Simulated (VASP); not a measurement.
**SnSe under changes of volume**

One of the cells (27.816 Å³/atom); the others are scaled copies at fixed shape and fractional positions:

```
Sn Se
1.0
     0.00000    3.02993    3.02993
     3.02993    0.00000    3.02993
     3.02993    3.02993    0.00000
Sn Se
1 1
Direct
  0.00000 0.00000 0.00000
  0.50000 0.50000 0.50000
```

Measurements of this composition are mostly on another form, of space group No. 62.

* Program: VASP 6.6.1
* Functional: PBEsol
* Potentials or basis: VASP PAW PBE potentials, release 64 (Sn_d, Se)
* Cutoff: 520 eV
* k mesh: 8 × 8 × 8
* Occupations: fermi-dirac, width 0.05 eV
* Spin: no spin polarisation

```tsv
volume (Å³/atom)	energy over the lowest point (meV/atom)	pressure (GPa)	gap on the mesh (eV)
25.635	3.02	1.5	0.76
26.180	0.00	0.2	0.75
26.725	1.07	-0.9	0.73
27.816	?	?	?
28.362	24.65	-3.6	0.49
28.907	38.16	-4.4	0.41
```

Question: What does the run at 27.816 Å³/atom give?

Answer: Energy over the lowest point 13.74 meV/atom; pressure -2.8 GPa; gap on the mesh 0.57 eV.

Worked out: A Birch-Murnaghan fit of order 3 (a polynomial in V^(-2/3)) to the other rows has its minimum at 26.30 Å³/atom with B0 = V·E''(V) = 56 GPa and B' = 4.4. It gives 13.74 meV/atom at 27.816 Å³/atom, against the run's 13.74, and -dE/dV = -2.8 GPa, against -2.8. A parabola through the other rows of the gap, of slope -4.11 eV per unit of ln V there, gives 0.60 eV, against the run's 0.57.

Energies are extrapolated to zero smearing.

Caveats: the PAW data sets were made with another functional, which shifts forces and pressure a little; spin-orbit coupling is left out, which moves the levels of the heavy elements.

A mesh can miss the band edges.
